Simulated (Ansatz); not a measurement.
Calculated field gradients at the nuclei for TiO2

The cell is a COD entry, its atoms then relaxed with PBE in this cell.

```
Ti O
1.0
     4.53180    0.00000    0.00000
     0.00000    5.50190    0.00000
     0.00000    0.00000    4.90630
Ti O
4 8
Cartesian
  0.0000 0.9675 1.2266
  2.2659 1.7835 3.6797
  0.0000 4.5344 3.6797
  2.2659 3.7184 1.2266
  1.2243 2.1039 2.0582
  1.0416 0.6471 4.5114
  3.4902 0.6471 2.8481
  3.3075 2.1039 0.3949
  3.3075 3.3980 2.8481
  3.4902 4.8548 0.3949
  1.0416 4.8548 2.0582
  1.2243 3.3980 4.5114
```

Sites (sets of like atoms) are named by element and the number of their first atom in this list.

Method: Kohn–Sham DFT in Ansatz, r2SCAN, plane waves and PAW (field gradients read without the response of the frozen cores, which leaves them typically 4 to 6 % off), scalar-relativistic, 500 eV cutoff, Γ-centred 5×4×4 k-points, Fermi–Dirac smearing 0.02 eV.

V_zz is the principal component of the electric field gradient with the largest magnitude, η = (V_xx − V_yy)/V_zz and C_Q = eQV_zz/h. Directions are in the Cartesian axes of the cell vectors above, for the atom listed; none is given where the gradient is under 0.02 or η is above 0.95.

| site | first atom | first shell | V_zz (10²¹ V/m²) | η | direction of V_zz (x, y, z) |
| --- | --- | --- | --- | --- | --- |
| Ti | 1 | 6 O at 1.87–2.09 Å | 2.82 | 0.51 | 0.00 1.00 0.00 |
| O | 5 | 3 Ti at 1.87–2.09 Å; also 1 Ti at 3.17 Å | -3.06 | 0.52 | 0.73 -0.62 -0.28 |

At O V_zz stands upright on the plane through its three neighbours (within 11°).

The run took 24 s of wall time (24 s of CPU time) and 0.75 GiB at its peak, on 1 thread of Intel Xeon Platinum 8488C (Sapphire Rapids) (x86_64; 16 cores open to the job, memory cap 3.0 GiB, no GPU), a shared host with a load of 0.3 a core.
